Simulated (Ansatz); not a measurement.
A plane-wave DFT run in Ansatz 0.2.0 (scalar-relativistic PAW potentials unless the input names others): input and command.

```yaml
crystal:
  lattice:
    - [1.15585759, 1.64783877, 2.43902615]
    - [0.75014879, 1.22101258, -2.08899918]
    - [-3.45490253, -0.20617768, -0.24805212]
  atoms:
    - { symbol: Ag, position: [0.4547904877, 0.236573655, 0.6398850604] }
    - { symbol: Ag, position: [0.3918165397, 0.1667597743, 0.1656690745] }
    - { symbol: Ag, position: [1.0225888935, 0.7667716485, 0.7106017845] }
    - { symbol: Ag, position: [0.976940443, 0.6831452277, 0.1318573328] }
    - { symbol: Ag, position: [0.5610077177, 0.8281902389, 0.3741758418] }
    - { symbol: Ag, position: [0.5108632928, 0.7652553894, 0.812679181] }
    - { symbol: Ag, position: [0.0271381137, 0.2366060938, 0.2972580203] }
    - { symbol: Ag, position: [0.0548545119, 0.3166979722, 0.8678737046] }
basis:
  ecutwfc: 420
kpoints:
  mp_grid: { grid: [8, 8, 8] }
hamiltonian:
  xc: pbe
scf:
  occupations: { method: gaussian, width: 0.15 }
  max_iter: 60
output:
  forces: true
  eigenvalues: true
  stress: true
```

```bash
ansatz run input.yaml --threads 2 --pin off --max-ram 5120MiB --backend cpu --events-out ev --progress --plain --runs-dir out
```

Abridged log:
```
Basis set: ecut = 420 eV, 417 PW (Γ), exchange–correlation on 48×36×48 points (8 copies of the dense FFT grid, shifted against one another)
Bands: 92, of which v1, the nominal top of the filled ones, is band 76 counted from 1 (75 counted from 0)
Symmetry: 1 space group operations
k-points: 260 of 512 (time reversal used)
SCF iter   1: F=—  HF=-59399.982909 eV  |F-HF|=—  |Δ(HF+E_count)|=         —  Δρ=2.69e0  dr2=1.34e3  ethr=1.77e-3  ⟨swp⟩=18.4  Hψ=205250  notcnv=0  defer=1476
SCF iter   2: F=—  HF=-60386.223495 eV  |F-HF|=—  |Δ(HF+E_count)|=    9.86e2  Δρ=3.73e0  dr2=4.05e3  ethr=1.77e-3  ⟨swp⟩=18.2  Hψ=220442  notcnv=0  defer=3896  recentre
SCF iter   3: F=—  HF=-59156.141715 eV  |F-HF|=—  |Δ(HF+E_count)|=    1.23e3  Δρ=7.71e-1  dr2=3.81e1  ethr=1.77e-3  ⟨swp⟩=14.5  Hψ=152034  notcnv=0  defer=2906
SCF iter   4: F=—  HF=-59189.149899 eV  |F-HF|=—  |Δ(HF+E_count)|=    3.30e1  Δρ=1.24e-1  dr2=1.10e0  ethr=1.77e-3  ⟨swp⟩=9.0  Hψ=67682  notcnv=0  defer=2684
SCF iter   5: F=—  HF=-59189.054100 eV  |F-HF|=—  |Δ(HF+E_count)|=   9.58e-2  Δρ=4.70e-2  dr2=1.40e-1  ethr=7.22e-4  ⟨swp⟩=5.6  Hψ=41803  notcnv=0  defer=2547
SCF iter   6: F=—  HF=-59189.119381 eV  |F-HF|=—  |Δ(HF+E_count)|=   6.53e-2  Δρ=9.84e-3  dr2=1.25e-2  ethr=9.22e-5  ⟨swp⟩=3.9  Hψ=47210  notcnv=0  defer=2434
SCF iter   7: F=—  HF=-59189.115250 eV  |F-HF|=—  |Δ(HF+E_count)|=   4.13e-3  Δρ=1.73e-3  dr2=3.79e-4  ethr=8.21e-6  ⟨swp⟩=3.0  Hψ=34661  notcnv=0  defer=2406
SCF iter   8: F=—  HF=-59189.115369 eV  |F-HF|=—  |Δ(HF+E_count)|=   1.18e-4  Δρ=7.70e-4  dr2=5.44e-5  ethr=2.49e-7  ⟨swp⟩=3.9  Hψ=45006  notcnv=0  defer=2396
SCF iter   9: F=—  HF=-59189.115376 eV  |F-HF|=—  |Δ(HF+E_count)|=   7.47e-6  Δρ=1.73e-4  dr2=3.10e-6  ethr=3.58e-8  ⟨swp⟩=2.8  Hψ=42219  notcnv=0  defer=2380
SCF iter  10: F=—  HF=-59189.115375 eV  |F-HF|=—  |Δ(HF+E_count)|=   1.15e-6  Δρ=3.00e-5  dr2=1.23e-7  ethr=2.04e-9  ⟨swp⟩=3.7  Hψ=50242  notcnv=0  defer=2376
SCF iter  11: F=-59189.115375 eV  HF=-59189.115375 eV  |F-HF|=9.92e-9  |Δ(HF+E_count)|=   6.88e-9  Δρ=8.55e-6  dr2=1.31e-8  ethr=6.58e-11  ⟨swp⟩=21.4  Hψ=169722  notcnv=0
Error: refused after 11 iterations: one_centre_occupation = 2.83e0 (threshold 2.00e0); read on the Ag atom at site 7 (counted from 0), in its partial waves of l = 1. The loop had accepted its state. The figure is how many electrons the atom's PAW partial-wave expansion lays in one spin orbital inside its sphere. Of a state that the partial waves describe, at an atom whose sphere does not reach far into another's, it is at most what a level can hold: about one, and more with the corrected tetrahedra; the threshold leaves room over one. Most likely the run has filled a ghost state, a level that  ...
```

Problem. The run was meant for a cell not far from equilibrium. What should be changed?

Solution. The fault is a lattice far too small (lattice vectors times 0.529). Setting it back cures it. The SCF loop closed, but the program refused the state that it reached. A reference run of the cell with lattice vectors 2.1843 3.1140 4.6091; 1.4176 2.3074 -3.9476; -6.5288 -0.3896 -0.4688 Å and the atoms in their places converged with pressure 17.23 GPa, largest force 3.632 eV/Å, no gap on the mesh.

The run took 120 s on 2 threads of Intel(R) Xeon(R) Platinum 8259CL CPU @ 2.50GHz (Skylake/Cascade Lake) (shared host), peak memory 0.78 GiB.